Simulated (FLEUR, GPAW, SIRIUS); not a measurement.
MgB2: programs and potentials compared

```
CELL_PARAMETERS angstrom
3.08500 0.00000 0.00000
-1.54250 2.67169 0.00000
0.00000 0.00000 3.52300
ATOMIC_POSITIONS crystal
Mg 0.00000 0.00000 0.00000
B 0.66667 0.33333 0.50000
B 0.33333 0.66667 0.50000
```

Alike in all runs: task band structure; functional RPBE; k mesh 10 × 10 × 8; occupations fermi-dirac, width 0.05 eV; no spin polarisation; no spin-orbit coupling.

```csv
program and potentials,plane-wave cutoff (eV),notes,band gap (eV)
"GPAW, the program's PAW data sets (release 1.2.1) made for this functional",800,-,no gap
"SIRIUS, all-electron FP-LAPW, apw+lo standard",-,-,no gap
"FLEUR, all-electron, FLAPW",-,-,no gap
```

None finds a gap.

The functional is the same throughout but for its coding, so the spread measures potentials, basis and numerics; runs on potential files found faulty are left out.
